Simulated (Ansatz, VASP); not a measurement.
## One calculation of Al, two programs

```
Al
1.0
     0.00000    2.02481    2.02481
     2.02481    0.00000    2.02481
     2.02481    2.02481    0.00000
Al
1
Direct
  0.00000 0.00000 0.00000
```

Alike in both runs: functional PBEsol; dispersion D3(BJ); k mesh 8 × 8 × 8; occupations fermi-dirac, width 0.05 eV; non-collinear spin, spin-orbit coupling.

```csv
,VASP,Ansatz
version,VASP 6.6.1,Ansatz 0.2.0
potentials or method,"VASP PAW PBE potentials, release 64 (Al), cutoff 520 eV","all-electron LAPW, relativistic spinors"
task,single point,density of states
```

|  | VASP | Ansatz | Ansatz less VASP |
| --- | --- | --- | --- |
| gap on the k mesh at the Fermi level (eV) | none | none | - |
| pressure (GPa) | -5.0 | -5.0 | -0.05 |
| net moment per atom (μB) | 0.00 | 0.00 | 0.000 |
| dispersion energy (meV/atom) | -315.4 | -315.5 | -0.09 |

A gap of «none» marks a metal or a gap that the smearing closes. Ansatz ran all-electron here, so the differences hold the error of VASP's frozen core and of both bases.

Caveats: the PAW data sets were made with another functional, which shifts forces and pressure a little (VASP); the k mesh is thin for a metal, which can move the energy by tens of meV per atom (Ansatz); pairwise dispersion overbinds metals, which lowers pressure and volume (Ansatz); the density of states is complete only up to the lowest level of the last band computed (Ansatz); the starting moments weren't kept (Ansatz).
